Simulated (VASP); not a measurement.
Input of a VASP 6.6.1 run:

File INCAR:

```
ALGO = Normal ; EDIFF = 1E-6
ENCUT = 520 ; GGA = PS
ISIF = 2 ; ISMEAR = 0
LASPH = T ; LCHARG = F
LREAL = F ; LWAVE = F
NBANDS = 16 ; NELM = 80
PREC = Accurate ; SIGMA = 0.02
```

File KPOINTS:

```
k-points
0
Gamma
  10 10 10
```

File POSCAR:

```
CdTe
1.0
    0.0000000000      3.2821135600      3.2821135600
    3.2821135600      0.0000000000      3.2821135600
    3.2821135600      3.2821135600      0.0000000000
Cd Te
1 1
Direct
    0.0000000000      0.0000000000      0.0000000000
    0.7500000000      0.7500000000      0.7500000000
```

Potentials or basis: VASP PAW PBE potentials, release 64 (Cd, Te).

Launch:

```console
$ cat potpaw_PBE.64/Cd/POTCAR potpaw_PBE.64/Te/POTCAR > POTCAR
$ mpirun -np 1 vasp_std > vasp.out
```

(1) What does it give for the band gap on the k mesh?

(2) What does it give for the pressure?

Results:

(1) 0.55 eV, direct.

(2) -1.2 GPa.

Caveat: the PAW data sets were made with another functional, which shifts forces and pressure a little; spin-orbit coupling is left out, which moves the levels of the heavy elements.

**Measured values to compare with.**

From a printed reference work, data compilation, for a bulk crystal of CdTe at 0 K: band gap 1.607 eV.

Against the measured gap of CdTe, 1.607 eV (0 K; a printed reference work, data compilation), the calculated 0.55 eV is off by -1.06 eV. So large a miss can be the level of theory's own, or it may mean another phase, state or a wrong row. Spin-orbit coupling on Cd, Te is left out. The value is that of PBEsol, without temperature or zero-point motion. Semilocal functionals fall short of measured gaps as a rule. The cell is a database's relaxed one, not the measured one, which moves gaps too.
